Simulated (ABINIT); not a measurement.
Ge, 2 atoms in the cell. The structure is tetragonal, space group I4_1/amd (No. 141). Conventional cell: a = 5.149 Å, b = 5.149 Å, c = 2.795 Å, α = 90.00°, β = 90.00°, γ = 90.00°. Around Ge (site symmetry -4m2) lie 6 Ge at 2.67 to 2.79 Å. This isn't the form of Ge at room conditions, which is diamond.

| Item | Value |
| --- | --- |
| Program | ABINIT 10.8.3 (patched build) |
| Task | single point |
| Functional | PBEsol |
| Potentials or basis | PseudoDojo NC SR PBEsol v0.4.1 standard |
| Cutoff | 1061 eV |
| k mesh | 11 × 11 × 11 |
| Occupations | fermi-dirac, width 0.05 eV |
| Spin | no spin polarisation |

Potentials or basis: PseudoDojo NC SR PBEsol v0.4.1 standard.

The run is started by

```sh
$ abinit run.abi > log 2>&1
```

Hardware: 1 thread of Intel(R) Xeon(R) 6975P-C (Granite Rapids) (shared host).

Problem. How long does it take, and how much memory?

Solution. Wall time 2.5 min on 1 thread of Intel(R) Xeon(R) 6975P-C (Granite Rapids), on a shared host, peak memory 0.18 GiB. Counts: scf iterations 9, mpi ranks 1, k points 126, bands 18, plane waves 2938.
